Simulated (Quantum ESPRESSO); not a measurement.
Here is a Quantum ESPRESSO 7.5 calculation.

pw.in

```
&CONTROL
  calculation = 'scf'
  prefix = 'pwscf'
  outdir = './tmp'
  pseudo_dir = './pseudo'
  tprnfor = .true.
  tstress = .true.
  disk_io = 'nowf'
/
&SYSTEM
  ibrav = 0
  A = 3.11286151
  nat = 3
  ntyp = 2
  ecutwfc = 56
  ecutrho = 448
  nbnd = 23
  occupations = 'smearing'
  smearing = 'fd'
  degauss = 0.00367493
/
&ELECTRONS
  conv_thr = 6d-10
  electron_maxstep = 120
  mixing_beta = 0.5
/
ATOMIC_SPECIES
Ta   180.9479 ta_pbesol_v1.uspp.F.UPF
N     14.0070 n_pbesol_v1.2.uspp.F.UPF
CELL_PARAMETERS alat
   0.9999999987    0.0000000000    0.0000000000
  -0.4999999994    0.8660254027    0.0000000000
   0.0000000000    0.0000000000    1.5644258456
ATOMIC_POSITIONS alat
Ta     0.0000000000    0.5773502685    0.3984764716
Ta     0.4999999994    0.2886751342    1.1659493740
N      0.0000000000    0.0000000000    0.0000000000
K_POINTS automatic
10 10 6 0 0 0
```

Potentials or basis: GBRV 1.5 PBEsol.

Run with:

```console
$ OMP_NUM_THREADS=1 mpirun -n 2 pw.x -nk 2 -in pw.in > pw.out
```

Problem. What does it give for the largest force?

Solution. 0.270 eV/Å.

Problem. What does it give for the pressure?

Solution. -9.1 GPa.

Stress tensor (GPa, compression positive):
```
-9.39  0.00  0.00
 0.00 -9.39  0.00
 0.00  0.00 -8.60
```

The run has no spin-orbit coupling, so splittings on Ta are missing.
